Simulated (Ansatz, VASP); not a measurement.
## One calculation of P, 3 ways

```
CELL_PARAMETERS angstrom
1.72573 0.99635 3.12968
-1.72573 0.99635 3.12968
0.00000 -1.99270 3.12968
ATOMIC_POSITIONS crystal
P 0.77376 0.78473 0.75031
P 0.21100 0.23725 0.23480
```

This isn't the form of P at room conditions, which is orthorhombic.

Alike in all runs: task electric field gradients; functional LDA; k mesh 9 × 9 × 9; occupations gaussian, width 0.05 eV; no spin polarisation; no spin-orbit coupling. LDA stands for any of its common fits. Pressure is positive in compression and, in plane waves, holds the error of the finite cutoff, which Ansatz's Pulay term estimates and takes out.

```
                   program and potentials  plane-wave cutoff (eV)                                                                                   notes  pressure (GPa)  largest force (eV/Å)
                       Ansatz, Ansatz PAW                     420  potentials made for PBE, which Ansatz adapts in part; Pulay term of +0.06 GPa included           -3.85                 0.406
          VASP, LDA PAW files P_h, 900 eV                     900                                                                                       -           -3.84                 0.406
Ansatz, PAW datasets made for the crystal                     240                                                                                       -           -3.82                 0.407
```

Force on atom 1 (P), eV/Å:

| program and potentials | x | y | z |
| --- | --- | --- | --- |
| Ansatz, Ansatz PAW | -0.080 | -0.398 | 0.011 |
| VASP, LDA PAW files P_h, 900 eV | -0.080 | -0.397 | 0.017 |
| Ansatz, PAW datasets made for the crystal | -0.080 | -0.399 | 0.016 |

The pressure spans -3.85 (Ansatz, Ansatz PAW) to -3.82 GPa (Ansatz, PAW datasets made for the crystal).

Differences between rows come from potentials, basis sets and numerical settings, since the functional is the same but for its coding. Runs on potential files found faulty are left out.
